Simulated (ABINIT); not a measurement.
## HgTe (Coloradoite): single point with PBE0

HgTe (Coloradoite):

```
Hg Te
1.0
     0.00000    3.21450    3.21450
     3.21450    0.00000    3.21450
     3.21450    3.21450    0.00000
Hg Te
1 1
Direct
  0.00000 0.00000 0.00000
  0.75000 0.75000 0.75000
```

| Property | Result |
| --- | --- |
| Program | ABINIT 10.8.3 (patched build) |
| Task | single point |
| Functional | PBE0 |
| Potentials or basis | SG15 NC PBE v1.2 |
| Cutoff | 707 eV |
| k mesh | 3 × 3 × 3 |
| Occupations | fermi-dirac, width 0.05 eV |
| Spin | no spin polarisation |
| Share of exact exchange | 0.5 |
| Most SCF steps | 60 |

```yaml
Pressure: 0.5 GPa
Band_gap_on_the_k_mesh: 2.62 eV, direct
Valence_electrons_inside_the_program's_atomic_spheres: Hg 16.52; Te 12.00
```

Levels at points of the mesh, in eV from the valence-band top:
| k point | band 14 | band 15 | band 16 | band 17 | band 18 | band 19 | band 20 | band 21 | band 22 |
| --- | --- | --- | --- | --- | --- | --- | --- | --- | --- |
| (0.00, 0.00, 0.00) | -8.63 | -8.63 | 0.00 | 0.00 | 0.00 | 2.62 | 7.92 | 7.92 | 7.92 |

Run time: 12 min on 4 MPI ranks on Arm Neoverse V1 (shared host), peak memory 0.4 GiB a rank.

Caveat: the k mesh is coarse (spacing up to 0.56 Å⁻¹), so the values aren't converged, least of all with exact exchange; exact exchange is summed on a coarse mesh, which widens gaps by tenths of an eV; the potentials were made for another functional, which shifts forces and pressure; spin-orbit coupling is left out, which moves the levels of the heavy elements.
